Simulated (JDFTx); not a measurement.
Here is a JDFTx 1.7.0 (patched build) calculation.

File bands.in:

```
lattice Hexagonal 6.9757020403 11.4159810467
coords-type Lattice
ion Zr     0.0000000000     0.0000000000     0.0000000000 1
ion S      0.3333333333     0.6666666667     0.2379099700 1
ion S      0.6666666667     0.3333333333     0.7620900300 1

ion-species pseudo/Zr.upf
ion-species pseudo/S.upf
elec-cutoff 35 280
elec-ex-corr lda-PW
elec-smearing Fermi 0.0018374661
elec-n-bands 18
electronic-minimize nIterations 30 energyDiffThreshold 1e-06
davidson-band-ratio 1.3
forces-output-coords Cartesian
include path.kpoints
symmetries none
fix-electron-density run.$VAR

dump-name bands.$VAR
dump End Ecomponents EigStats BandEigs Kpoints Forces
```

Contents of path.kpoints:

```
kpoint +0.0000000000 +0.0000000000 +0.0000000000 0.020000000000
kpoint +0.0833333333 +0.0000000000 +0.0000000000 0.020000000000
kpoint +0.1666666667 +0.0000000000 +0.0000000000 0.020000000000
kpoint +0.2500000000 +0.0000000000 +0.0000000000 0.020000000000
kpoint +0.3333333333 +0.0000000000 +0.0000000000 0.020000000000
kpoint +0.4166666667 +0.0000000000 +0.0000000000 0.020000000000
kpoint +0.5000000000 +0.0000000000 +0.0000000000 0.020000000000
kpoint +0.4444444444 +0.1111111111 +0.0000000000 0.020000000000
kpoint +0.3888888889 +0.2222222222 +0.0000000000 0.020000000000
kpoint +0.3333333333 +0.3333333333 +0.0000000000 0.020000000000
kpoint +0.2916666667 +0.2916666667 +0.0000000000 0.020000000000
kpoint +0.2500000000 +0.2500000000 +0.0000000000 0.020000000000
kpoint +0.2083333333 +0.2083333333 +0.0000000000 0.020000000000
kpoint +0.1666666667 +0.1666666667 +0.0000000000 0.020000000000
kpoint +0.1250000000 +0.1250000000 +0.0000000000 0.020000000000
kpoint +0.0833333333 +0.0833333333 +0.0000000000 0.020000000000
kpoint +0.0416666667 +0.0416666667 +0.0000000000 0.020000000000
kpoint +0.0000000000 +0.0000000000 +0.0000000000 0.020000000000
kpoint +0.0000000000 +0.0000000000 +0.1666666667 0.020000000000
kpoint +0.0000000000 +0.0000000000 +0.3333333333 0.020000000000
kpoint +0.0000000000 +0.0000000000 +0.5000000000 0.020000000000
kpoint +0.0714285714 +0.0000000000 +0.5000000000 0.020000000000
kpoint +0.1428571429 +0.0000000000 +0.5000000000 0.020000000000
kpoint +0.2142857143 +0.0000000000 +0.5000000000 0.020000000000
kpoint +0.2857142857 +0.0000000000 +0.5000000000 0.020000000000
kpoint +0.3571428571 +0.0000000000 +0.5000000000 0.020000000000
kpoint +0.4285714286 +0.0000000000 +0.5000000000 0.020000000000
kpoint +0.5000000000 +0.0000000000 +0.5000000000 0.020000000000
kpoint +0.4583333333 +0.0833333333 +0.5000000000 0.020000000000
kpoint +0.4166666667 +0.1666666667 +0.5000000000 0.020000000000
kpoint +0.3750000000 +0.2500000000 +0.5000000000 0.020000000000
kpoint +0.3333333333 +0.3333333333 +0.5000000000 0.020000000000
kpoint +0.2962962963 +0.2962962963 +0.5000000000 0.020000000000
kpoint +0.2592592593 +0.2592592593 +0.5000000000 0.020000000000
kpoint +0.2222222222 +0.2222222222 +0.5000000000 0.020000000000
kpoint +0.1851851852 +0.1851851852 +0.5000000000 0.020000000000
kpoint +0.1481481481 +0.1481481481 +0.5000000000 0.020000000000
kpoint +0.1111111111 +0.1111111111 +0.5000000000 0.020000000000
kpoint +0.0740740741 +0.0740740741 +0.5000000000 0.020000000000
kpoint +0.0370370370 +0.0370370370 +0.5000000000 0.020000000000
kpoint +0.0000000000 +0.0000000000 +0.5000000000 0.020000000000
kpoint +0.5000000000 +0.0000000000 +0.5000000000 0.020000000000
kpoint +0.5000000000 +0.0000000000 +0.3333333333 0.020000000000
kpoint +0.5000000000 +0.0000000000 +0.1666666667 0.020000000000
kpoint +0.5000000000 +0.0000000000 +0.0000000000 0.020000000000
kpoint +0.3333333333 +0.3333333333 +0.0000000000 0.020000000000
kpoint +0.3333333333 +0.3333333333 +0.1250000000 0.020000000000
kpoint +0.3333333333 +0.3333333333 +0.2500000000 0.020000000000
kpoint +0.3333333333 +0.3333333333 +0.3750000000 0.020000000000
kpoint +0.3333333333 +0.3333333333 +0.5000000000 0.020000000000
```

Potentials or basis: PseudoDojo-SR-LDA-0.4.1-standard with smoothed tails.

The run is started by

```sh
$ jdftx -c 1 -i bands.in -o bands.out
```

(1) Predict the band gap along the path.

## Answers

(1) 0.91 eV, indirect (least direct gap 1.53 eV).

**Measured values to compare with.**

“Stress-Tuned Optical Transitions in Layered 1T-MX2 (M= Hf, Zr, Sn; X= S, Se) Crystals”, 2022, arxiv:2210.12074 quotes, for a bulk crystal of ZrS2: band gap 1.68 eV (indirect).

Measured gap of ZrS2: 1.68 eV (indirect; quoted in “Stress-Tuned Optical Transitions in Layered 1T-MX2 (M= Hf, Zr, Sn; X= S, Se) Crystals”, 2022, arxiv:2210.12074). This calculation gives 0.91 eV (-0.77 eV). Spin-orbit coupling on Zr is left out. The value is that of LDA, without temperature or zero-point motion. Semilocal functionals fall short of measured gaps as a rule. The cell is a database's relaxed one, not the measured one, which moves gaps too.
